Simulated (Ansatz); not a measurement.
**ZnO (P6_3mc): relaxation of the ions**

Aim: a relaxation of the ions, for ZnO (P6_3mc), run from a script.

All numbers are computed with Ansatz 0.2.0 through its Python package. Level of theory: DFT PBE, plane waves, PAW.

## Step 1: The structure

It takes space group P6_3mc (No. 186, hexagonal). Conventional cell: a = 3.249 Å, b = 3.249 Å, c = 5.206 Å, α = 90.00°, β = 90.00°, γ = 120.00°. Zn (site symmetry 3m) has 4 O at 1.97 to 1.98 Å as nearest neighbours. O (site symmetry 3m) is surrounded by 4 Zn at 1.97 to 1.98 Å.

The script holds or builds the structure itself.

## Step 2: Script

File run_relax.py:

```python
# -*- coding: utf-8 -*-
import warnings

import ansatz as az
from ase import Atoms
from ase.io import write
import numpy as np

warnings.simplefilter("ignore", az.DeckWarning)

atoms = Atoms(
    ["Zn", "Zn", "O", "O"],
    scaled_positions=[
        (1 / 3, 2 / 3, 0.5),
        (2 / 3, 1 / 3, 0.0),
        (2 / 3, 1 / 3, 0.37901),
        (1 / 3, 2 / 3, 0.87901),
    ],
    cell=[
        (3.249308, 0.0, 0.0),
        (-1.624654, 2.81398327, 0.0),
        (0.0, 0.0, 5.205709),
    ],
    pbc=True,
)
atoms.rattle(stdev=0.075, seed=29)
zno = az.Crystal.from_ase(atoms)

model = zno.calculation()
model = model.functional("pbe")
model = model.pseudopotentials("paw").basis(17 * az.Ha)
model = model.kpoints(spacing=0.38)
model = model.occupations("fixed").relax()
model = model.band_table()
steps = []


def collect(event):
    if event["event"] == "relax_step":
        steps.append(event["data"])


done = model.session().plan().execute(on_event=collect)
summary = done.report
print("step   energy (eV)     max comp. (eV/A)  SCF")
for s in steps:
    print(f"{s['step']:4d} {s['lagrangian_ev']:15.5f} {s['allowed_force_max_ev_ang']:12.4f} {s['n_scf']:5d}")

first, last = steps[0], steps[-1]
symbols = [site.symbol for site in done.lattice.sites]
print(f"energy gained {first['lagrangian_ev'] - last['lagrangian_ev']:.4f} eV in {len(steps) - 1} steps")

moved = np.linalg.norm(np.array(last["positions_ang"]) - np.array(first["positions_ang"]), axis=1)
print("displacement by atom (A):", " ".join(f"{s}:{d:.3f}" for s, d in zip(symbols, moved)))

print("relaxed fractional positions")
for site in done.lattice.sites:
    print(f"  {site.symbol:2s}", " ".join(f"{v % 1:8.5f}" for v in np.round(site.position_frac, 5)))

relaxed = Atoms(symbols, positions=[site.position_ang for site in done.lattice.sites], cell=done.lattice.cell_ang, pbc=True)
write("relaxed.extxyz", relaxed, format="extxyz")

print("%-22s %14.5f eV" % ("F = E - TS", summary["free_energy_ev"]))
print("%-22s %14.5f eV" % ("E", summary["internal_energy_ev"]))
print("%-22s %14.5f eV" % ("Harris-Foulkes", summary["harris_foulkes_ev"]))
print("%-22s %14.5f eV" % ("Fermi level", summary["fermi_energy_ev"]))

print("band  energy (eV)  occupation, at k =", summary["kpoints_frac"][0])
for band, (e, occ) in enumerate(zip(summary["eigenvalues_ev"][0], summary["occupations"][0]), start=1):
    print(f"{band:4d} {e:12.4f} {occ:9.4f}")
```

## Step 3: Launch

Started as:

```sh
$ python run_relax.py
```

Q: Predict the main results. Wanted: free energy; moves of the relaxation; energy gained; last largest force component.

The runs gave:

```
                    quantity                               value
                 free energy  -7773.6817 eV (-1943.4204 eV/atom)
     moves of the relaxation                                   3
               energy gained                       82.1 meV/atom
last largest force component                         0.0004 eV/Å
```

**Reading.** After 3 moves the largest shift is 0.114 Å, of atom 4 (O). The script had first distorted the structure, so the gain undoes that, in part or whole. Within 0.02 Å the atoms end in space group P6_3mc, from P1 at the start. Reading the output:
- With fixed filling the reported Fermi level is the top filled level among the k-points of the SCF.
- Only differences from the Fermi energy are physical; the zero of the scale is a convention.
- Energies along a relaxation are free energies. A last row that repeats the one before re-solves the same geometry more tightly.
